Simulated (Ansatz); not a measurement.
¹⁷O fingerprints of the forms of TiO₂

Level of theory: DFT, PBE, plane waves and PAW, scalar-relativistic, 420 eV cutoff (Ansatz 0.2.0). Q(¹⁷O) = -25.58 mb, I = 5/2. The cells come from the COD and the Materials Project (computed, not necessarily observed phases), with the atoms as given or relaxed (PBE, cell held). Calculated pressures reach 4 GPa in size and forces 0.2 eV/Å in them. Spin–orbit coupling is left out.

(1) Rank the structures by their largest ¹⁷O |C_Q|, smallest first.
A.
TiO2
```cif
data_TiO2
_symmetry_space_group_name_H-M 'I4/m'
_symmetry_Int_Tables_number 87
_cell_length_a 10.1949
_cell_length_b 10.1949
_cell_length_c 2.9674
_cell_angle_alpha 90.000
_cell_angle_beta 90.000
_cell_angle_gamma 90.000
loop_
_atom_site_label
_atom_site_type_symbol
_atom_site_symmetry_multiplicity
_atom_site_Wyckoff_symbol
_atom_site_fract_x
_atom_site_fract_y
_atom_site_fract_z
Ti Ti 8 h 0.1726 0.3555 0.0000
O5 O 8 h 0.9590 0.6637 0.5000
O9 O 8 h 0.7910 0.8434 0.0000
```
B.
TiO2
Space group Pbca (No. 61); a = 5.1491, b = 9.1942, c = 5.4591 Å.

| site | Wyckoff | site symmetry | x | y | z |
| --- | --- | --- | --- | --- | --- |
| Ti | 8c | 1 | 0.1379 | 0.3710 | 0.4026 |
| O9 | 8c | 1 | 0.4647 | 0.2697 | 0.3900 |
| O17 | 8c | 1 | 0.8166 | 0.0105 | 0.8512 |
C.
TiO2
Space group P3_121 (No. 152); a = 5.2910, c = 6.1330 Å, γ = 120.00°.

| site | Wyckoff | site symmetry | x | y | z |
| --- | --- | --- | --- | --- | --- |
| Ti | 3a | .2. | 0.4532 | 0.0000 | 0.3333 |
| O | 6c | 1 | 0.4080 | 0.2957 | 0.2300 |

Results:

(1) C (0.962 MHz), A (1.15 MHz), B (1.45 MHz).
